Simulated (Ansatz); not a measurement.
## WS2: stiffness from a series of strains

```
CELL_PARAMETERS angstrom
1.57900 0.91164 6.16333
-1.57900 0.91164 6.16333
0.00000 -1.82327 6.16333
ATOMIC_POSITIONS crystal
W 0.00000 0.00000 0.00000
S 0.75030 0.75030 0.75030
S 0.58100 0.58100 0.58100
```

Atoms are numbered in the order listed.

The cell is COD entry 9012192, as deposited and not checked against the literature; nothing was relaxed.

Spin–orbit coupling is left out, though it moves levels of the heavy atoms by tenths of an eV or more.

These are results of DFT, PBEsol, all-electron LAPW, scalar-relativistic (Ansatz 0.2.0), not measurements.

Sampling and basis: a Γ-centred 15×15×15 k mesh, Fermi–Dirac smearing of 0.03 eV, basis error target 1 meV/atom, no spin polarisation.

The strain is applied along the Cartesian axes of the cell as listed (the other components stay zero). Fractional coordinates are held (clamped ions).

σ is the change of stress from the unstrained cell, which is at -0.58 GPa; tension is positive, so slopes are stress–strain coefficients at that pressure.

Only quantities that a quadratic follows smoothly over the whole series are listed; rougher ones are left out.

```
    εzz  σzz (GPa)  σxx (GPa)
-0.0200      -6.43      -2.38
 0.0000       0.00       0.00
 0.0100       3.01       1.07
 0.0200       5.90       2.06
```

(1) Fit the series and read off the stiffness at zero strain.

(2) One run, at εzz = -0.0100, is withheld. Predict its row.

Results:

(1) Least-squares fits y = p0 + p1 x + p2 x² to the rows give σzz (GPa): p1 = 308, p2 = -660; σxx (GPa): p1 = 111, p2 = -400. So C33 = 308 GPa and C13 = 111 GPa, for these axes.

(2) The fits give -3.15, -1.15; the run gave -3.15, -1.15.
